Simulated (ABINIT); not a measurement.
# GaP (F-43m) in ABINIT: a series of runs

Aim: see how the results for GaP move with the level of theory and the settings. Levels: WC, revPBE+D3, RPBE, PBE. Tasks: band structure, equation of state.

All numbers are computed with ABINIT 10.8.3 (patched build); they aren't measurements. Logs are shortened: lines on timing, memory, paths and dates and some standing lists are left out, and cuts for length are marked. The log counts tension as positive stress, the text compression.

**Measured values to compare with.**

“Stacking defects in GaP nanowires: Electronic structure and optical properties”, 2018, arxiv:1810.01194 quotes, for a bulk crystal of GaP at 10 K: band gap 2.34 eV (indirect).

“Phosphorous dimerization in GaP at high pressure”, 2017, arxiv:1709.06667 reports, for a bulk crystal of GaP: bulk modulus 87.5 ± 0.6 GPa.

The results are compared with them further down.

### 1 The crystal as given

The structure is cubic, space group F-43m (No. 216). The conventional cell has a = 5.451 Å, b = 5.451 Å, c = 5.451 Å, α = 90.00°, β = 90.00°, γ = 90.00°. Around Ga (site symmetry -43m) lie 4 P at 2.36 Å. P (site symmetry -43m) is surrounded by 4 Ga at 2.36 Å.

### 2 Band structure, WC, spin-orbit coupling, no magnetisation

run.abi reads:

```
# Datasets: ground state, then fixed potential
ndtset 2

# Pseudopotentials
pp_dirpath "./"
pseudos "Ga.GGA_PBE-JTH.xml, P.GGA_PBE-JTH.xml"

# Structure
acell 7.2831660764 7.2831660764 7.2831660764
rprim
     0.0000000000     0.7071067812     0.7071067812
     0.7071067812     0.0000000000     0.7071067812
     0.7071067812     0.7071067812     0.0000000000
ntypat 2
znucl 31 15
natom 2
typat 1 2
xred
     0.0000000000     0.0000000000     0.0000000000
     0.7500000000     0.7500000000     0.7500000000

# Plane-wave basis
ecut 20.0
pawecutdg 40.0

# Exchange and correlation
ixc 23

# Bands and occupations
occopt 3
tsmear 0.00183747

# Spin
nspinor 2
nspden 1
pawspnorb 1

# SCF cycle
nstep 100

# Output
iomode 3
prtwf 0
prteig 0
prtebands 0
prtden1 1

# Dataset 1
kptopt1 4
ngkpt1 8 8 8
nshiftk1 1
shiftk1 0.0 0.0 0.0
nband1 26
tolvrs1 1.0e-9

# Dataset 2: bands along G-X-W-K-G-L-U-W-L-K
iscf2 -2
getden2 1
nband2 34
nbdbuf2 2
tolwfr2 1.0e-12
kptopt2 -9
ndivsm2 5
prteig2 1
prtvol2 -3
kptbounds2
     0.0000000000     0.0000000000     0.0000000000
     0.5000000000     0.0000000000     0.5000000000
     0.5000000000     0.2500000000     0.7500000000
     0.3750000000     0.3750000000     0.7500000000
     0.0000000000     0.0000000000     0.0000000000
     0.5000000000     0.5000000000     0.5000000000
     0.6250000000     0.2500000000     0.6250000000
     0.5000000000     0.2500000000     0.7500000000
     0.5000000000     0.5000000000     0.5000000000
     0.3750000000     0.3750000000     0.7500000000
```

Potentials or basis: JTH PAW PBE v2.0.

On the command line:

```
$ abinit run.abi > log 2>&1
```

run.abo:

```text
.Version 10.8.3 of ABINIT
 DATASET    1 : space group F2 3 (#196); Bravais cF (face-center cubic)
================================================================================
 Values of the parameters that define the memory need for DATASET  1.
     intxc =       0    ionmov =       0      iscf =      17    lmnmax =      18
     lnmax =       6     mgfft =      30  mpssoang =       3    mqgrid =    3001
     natom =       2  nloc_mem =       2    nspden =       1   nspinor =       2
    nsppol =       1      nsym =      12    n1xccc =       1    ntypat =       2
    occopt =       3   xclevel =       2
       mpw =        1211          nfft =       27000          nkpt =          52
 PAW method is used; the additional fine FFT grid is defined by:
   mgfftf=        45    nfftf =     91125
================================================================================
================================================================================

 DATASET    2 : space group F2 3 (#196); Bravais cF (face-center cubic)
================================================================================
 Values of the parameters that define the memory need for DATASET  2.
     intxc =       0    ionmov =       0      iscf =      -2    lmnmax =      18
     lnmax =       6     mgfft =      30  mpssoang =       3    mqgrid =    3001
     natom =       2  nloc_mem =       2    nspden =       1   nspinor =       2
    nsppol =       1      nsym =      12    n1xccc =       1    ntypat =       2
    occopt =       3   xclevel =       2
       mpw =        1211          nfft =       27000          nkpt =          87
 PAW method is used; the additional fine FFT grid is defined by:
   mgfftf=        45    nfftf =     91125
================================================================================
================================================================================

--------------------------------------------------------------------------------
------------- Echo of variables that govern the present computation ------------
--------------------------------------------------------------------------------
 -outvars: echo values of preprocessed input variables --------
            acell      7.2831660764E+00  7.2831660764E+00  7.2831660764E+00 Bohr
              amu      6.97230000E+01  3.09737620E+01
             ecut      2.00000000E+01 Hartree
           getden1          0
           getden2          1
             iscf1         17
             iscf2         -2
              ixc          23
           jdtset        1    2
           kptopt1          4
           kptopt2         -9
         kptrlatt        8    0    0      0    8    0      0    0    8
          kptrlen1     5.82653286E+01
          kptrlen2     3.00000000E+01
            natom           2
            nband1         26
            nband2         34
           nbdbuf1          0
           nbdbuf2          2
           ndtset           2
           ndivsm1          0
           ndivsm2          5
            ngfft          30      30      30
          ngfftdg          45      45      45
             nkpt1         52
             nkpt2         87
          nspinor           2
            nstep         100
             nsym          12
           ntypat           2
           occopt           3
        pawcpxocc           2
        pawecutdg      4.00000000E+01 Hartree
        pawspnorb           1
         pawxcdev           0
        prtebands           0
           prteig1          0
           prteig2          1
           prtvol1          0
           prtvol2         -3
            prtwf           0
            rprim      0.0000000000E+00  7.0710678120E-01  7.0710678120E-01
                       7.0710678120E-01  0.0000000000E+00  7.0710678120E-01
                       7.0710678120E-01  7.0710678120E-01  0.0000000000E+00
           shiftk1     0.00000000E+00  0.00000000E+00  0.00000000E+00
           shiftk2     5.00000000E-01  5.00000000E-01  5.00000000E-01
          spgroup         196
           tolvrs1     1.00000000E-09
           tolvrs2     0.00000000E+00
           tolwfr1     0.00000000E+00
           tolwfr2     1.00000000E-12
           tsmear      1.83747000E-03 Hartree
            typat      1  2
           useylm           1
           xangst      0.0000000000E+00  0.0000000000E+00  0.0000000000E+00
                       4.0878749973E+00  4.0878749973E+00  4.0878749973E+00
            xcart      0.0000000000E+00  0.0000000000E+00  0.0000000000E+00
[... 227 lines left out ...]

 Exchange-correlation functional for the present dataset will be:
  GGA: Wu Cohen functional - ixc=23
  Z. Wu and R. E. Cohen, PRB 73, 235116 (2006)

 Real(R)+Recip(G) space primitive vectors, cartesian coordinates (Bohr,Bohr^-1):
 R(1)=  0.0000000  5.1499761  5.1499761  G(1)= -0.0970878  0.0970878  0.0970878
 R(2)=  5.1499761  0.0000000  5.1499761  G(2)=  0.0970878 -0.0970878  0.0970878
 R(3)=  5.1499761  5.1499761  0.0000000  G(3)=  0.0970878  0.0970878 -0.0970878
 Unit cell volume ucvol=  2.7317795E+02 bohr^3
 Angles (23,13,12)=  6.00000000E+01  6.00000000E+01  6.00000000E+01 degrees

 Coarse grid specifications (used for wave-functions):

 getcut: wavevector=  0.0000  0.0000  0.0000  ngfft=  30  30  30
         ecut(hartree)=     20.000   => boxcut(ratio)=   2.04834

 Fine grid specifications (used for densities):

 getcut: wavevector=  0.0000  0.0000  0.0000  ngfft=  45  45  45
         ecut(hartree)=     40.000   => boxcut(ratio)=   2.12196
--------------------------------------------------------------------------------

================================================================================
 Non-SCF case, kpt    1 (  0.00000  0.00000  0.00000), residuals and eigenvalues=
  6.65E-13  9.77E-13  2.00E-13  4.13E-13  5.50E-13  6.25E-13  5.32E-13  4.75E-13
  1.63E-13  4.77E-13  5.20E-13  8.17E-13  3.89E-13  5.43E-13  4.26E-13  3.56E-13
  4.78E-13  7.37E-13  3.18E-13  5.81E-13  2.06E-13  4.89E-13  2.09E-13  5.78E-13
  3.60E-13  5.50E-13  5.29E-13  4.46E-13  4.78E-13  8.81E-13  7.96E-13  6.72E-13
  4.14E-06  3.45E-06
 -3.5975E-01 -3.5975E-01 -3.5975E-01 -3.5975E-01 -3.4440E-01 -3.4440E-01
 -3.4197E-01 -3.4197E-01 -3.4197E-01 -3.4197E-01 -2.7600E-01 -2.7600E-01
  1.8223E-01  1.8223E-01  1.8533E-01  1.8533E-01  1.8533E-01  1.8533E-01
  2.4689E-01  2.4689E-01  3.2112E-01  3.2112E-01  3.2731E-01  3.2731E-01
  3.2731E-01  3.2731E-01  4.9801E-01  4.9801E-01  5.4261E-01  5.4261E-01
[... 1019 lines left out ...]
  4.7079E-01  4.7104E-01  5.1726E-01  5.2047E-01  5.5787E-01  5.5819E-01
  7.2123E-01  7.2332E-01  7.5158E-01  7.5182E-01
 Non-SCF case, kpt   87 (  0.37500  0.37500  0.75000), residuals and eigenvalues=
  4.06E-13  4.90E-13  8.00E-13  6.97E-13  6.72E-13  3.34E-13  6.69E-13  4.59E-13
  7.75E-13  7.51E-13  8.30E-13  4.65E-13  9.46E-13  6.38E-13  3.58E-13  9.50E-13
  3.80E-13  6.32E-13  2.87E-13  3.61E-13  1.54E-13  2.15E-13  2.04E-13  1.80E-13
  2.83E-13  2.09E-13  6.94E-13  4.01E-13  6.90E-13  4.68E-13  7.15E-13  5.94E-13
  2.26E-07  1.86E-05
 -3.6191E-01 -3.6047E-01 -3.5891E-01 -3.5840E-01 -3.4622E-01 -3.4357E-01
 -3.4216E-01 -3.4200E-01 -3.4153E-01 -3.4101E-01 -1.6721E-01 -1.6715E-01
 -5.8343E-02 -5.7990E-02  3.7143E-02  3.7943E-02  1.0064E-01  1.0072E-01
  2.6026E-01  2.6046E-01  3.5756E-01  3.5772E-01  4.8375E-01  4.8394E-01
  4.8565E-01  4.8615E-01  5.1974E-01  5.2339E-01  5.6402E-01  5.6435E-01
  7.1763E-01  7.1992E-01  7.6575E-01  7.6583E-01

--- !ResultsGS
iteration_state: {dtset: 2, }
comment   : Summary of ground state results
lattice_vectors:
- [  0.0000000,   5.1499761,   5.1499761, ]
- [  5.1499761,   0.0000000,   5.1499761, ]
- [  5.1499761,   5.1499761,   0.0000000, ]
lattice_lengths: [   7.28317,    7.28317,    7.28317, ]
lattice_angles: [ 60.000,  60.000,  60.000, ] # degrees, (23, 13, 12)
lattice_volume:   2.7317795E+02
convergence: {deltae:  0.000E+00, res2:  0.000E+00, residm:  9.988E-13, diffor:  0.000E+00, }
etotal    :  -8.58169936E+01
entropy   :   0.00000000E+00
fermie    :   2.11282502E-01
cartesian_stress_tensor: null
pressure_GPa: null
xred      :
- [  0.0000E+00,   0.0000E+00,   0.0000E+00, Ga]
- [  7.5000E-01,   7.5000E-01,   7.5000E-01,  P]
cartesian_forces: null
force_length_stats: {min: null, max: null, mean: null, }
...

 Integrated electronic density in atomic spheres:
 ------------------------------------------------
 Atom  Sphere_radius  Integrated_density
    1        2.10359         11.07811017
    2        1.60765          1.58665523

================================================================================

 ----iterations are completed or convergence reached----

 Mean square residual over all n,k,spin=   54.411E-14; max=  99.881E-14
 reduced coordinates (array xred) for    2 atoms
       0.000000000000      0.000000000000      0.000000000000
       0.750000000000      0.750000000000      0.750000000000

 cartesian coordinates (angstrom) at end:
    1      0.00000000000000     0.00000000000000     0.00000000000000
    2      4.08787499729965     4.08787499729965     4.08787499729965
 length scales=  7.283166076400  7.283166076400  7.283166076400 bohr
              =  3.854085508238  3.854085508238  3.854085508238 angstroms
 Eigenvalues (hartree) for nkpt=  87  k points:
 kpt#   1, nband= 34, wtk=  1.00000, kpt=  0.0000  0.0000  0.0000 (reduced coord)
  -0.35975   -0.35975   -0.35975   -0.35975   -0.34440   -0.34440   -0.34197   -0.34197
  -0.34197   -0.34197   -0.27600   -0.27600    0.18223    0.18223    0.18533    0.18533
   0.18533    0.18533    0.24689    0.24689    0.32112    0.32112    0.32731    0.32731
   0.32731    0.32731    0.49801    0.49801    0.54261    0.54261    0.54261    0.54261
   0.63540    0.63608
 kpt#   2, nband= 34, wtk=  1.00000, kpt=  0.0357  0.0000  0.0357 (reduced coord)
  -0.35978   -0.35978   -0.35972   -0.35972   -0.34441   -0.34441   -0.34199   -0.34199
  -0.34194   -0.34194   -0.27517   -0.27517    0.17576    0.17576    0.18120    0.18120
   0.18281    0.18281    0.25480    0.25480    0.32121    0.32121    0.32812    0.32812
   0.33063    0.33063    0.50244    0.50244    0.53369    0.53369    0.54339    0.54339
   0.63738    0.63865
 kpt#   3, nband= 34, wtk=  1.00000, kpt=  0.0714  0.0000  0.0714 (reduced coord)
  -0.35985   -0.35985   -0.35968   -0.35968   -0.34444   -0.34444   -0.34202   -0.34202
  -0.34193   -0.34193   -0.27271   -0.27271    0.15817    0.15817    0.17430    0.17430
   0.17594    0.17594    0.27143    0.27143    0.31577    0.31577    0.33650    0.33650
   0.33990    0.33990    0.51152    0.51152    0.51675    0.51675    0.54556    0.54556
[... 491 lines left out ...]
   0.45165    0.45196    0.52391    0.52679    0.55863    0.55894    0.70495    0.70523
   0.72670    0.72815
 kpt#  86, nband= 34, wtk=  1.00000, kpt=  0.3889  0.3889  0.7222 (reduced coord)
  -0.36190   -0.36042   -0.35894   -0.35840   -0.34626   -0.34349   -0.34218   -0.34216
  -0.34147   -0.34104   -0.17000   -0.16997   -0.05585   -0.05549    0.03603    0.03681
   0.10457    0.10465    0.26455    0.26478    0.37478    0.37490    0.46743    0.46811
   0.47079    0.47104    0.51726    0.52047    0.55787    0.55819    0.72123    0.72332
   0.75158    0.75182
 kpt#  87, nband= 34, wtk=  1.00000, kpt=  0.3750  0.3750  0.7500 (reduced coord)
  -0.36191   -0.36047   -0.35891   -0.35840   -0.34622   -0.34357   -0.34216   -0.34200
  -0.34153   -0.34101   -0.16721   -0.16715   -0.05834   -0.05799    0.03714    0.03794
   0.10064    0.10072    0.26026    0.26046    0.35756    0.35772    0.48375    0.48394
   0.48565    0.48615    0.51974    0.52339    0.56402    0.56435    0.71763    0.71992
   0.76575    0.76583

== END DATASET(S) ==============================================================
================================================================================

 -outvars: echo values of variables after computation  --------
            acell      7.2831660764E+00  7.2831660764E+00  7.2831660764E+00 Bohr
           etotal1    -8.5816993564E+01
            fcart1    -0.0000000000E+00 -0.0000000000E+00 -0.0000000000E+00
                      -0.0000000000E+00 -0.0000000000E+00 -0.0000000000E+00
            rprim      0.0000000000E+00  7.0710678120E-01  7.0710678120E-01
                       7.0710678120E-01  0.0000000000E+00  7.0710678120E-01
                       7.0710678120E-01  7.0710678120E-01  0.0000000000E+00
           strten1     1.6225575611E-05  1.6225575611E-05  1.6225575611E-05
                       0.0000000000E+00  0.0000000000E+00  0.0000000000E+00
           xangst      0.0000000000E+00  0.0000000000E+00  0.0000000000E+00
                       4.0878749973E+00  4.0878749973E+00  4.0878749973E+00
             xred      0.0000000000E+00  0.0000000000E+00  0.0000000000E+00
                       7.5000000000E-01  7.5000000000E-01  7.5000000000E-01
 Calculation completed.
```

Run time: 4.3 min. Hardware: 1 thread of Arm Neoverse V1, shared host; peak memory 0.2 GiB.

Results:

* Free energy: -2335.1994 eV
* Pressure: -0.5 GPa
* Band gap on the k mesh: 1.48 eV, indirect (least direct gap 1.68 eV)
* Band gap along the path: 1.44 eV, indirect (least direct gap 1.68 eV)
* Valence electrons inside the program's atomic spheres: Ga 11.08; P 1.59

Levels at the corners of the path, in eV from the valence-band top:
| point | band 16 | band 17 | band 18 | band 19 | band 20 | band 21 |
| --- | --- | --- | --- | --- | --- | --- |
| Γ | 0.00 | 0.00 | 0.00 | 1.68 | 1.68 | 3.70 |
| X | -2.75 | -2.72 | -2.72 | 1.48 | 1.48 | 1.69 |
| W | -3.64 | -3.52 | -3.48 | 4.57 | 4.57 | 4.78 |
| K | -4.01 | -2.30 | -2.30 | 2.04 | 2.04 | 4.69 |
| Γ | 0.00 | 0.00 | 0.00 | 1.68 | 1.68 | 3.70 |
| L | -1.19 | -1.12 | -1.12 | 1.54 | 1.54 | 4.60 |
| U | -4.01 | -2.30 | -2.30 | 2.04 | 2.04 | 4.69 |
| W | -3.64 | -3.52 | -3.48 | 4.57 | 4.57 | 4.78 |
| L | -1.19 | -1.12 | -1.12 | 1.54 | 1.54 | 4.60 |
| K | -4.01 | -2.30 | -2.30 | 2.04 | 2.04 | 4.69 |

Caveat: the PAW data sets were made with another functional, which shifts forces and pressure a little.

(Part 1 of 2 ends here.)
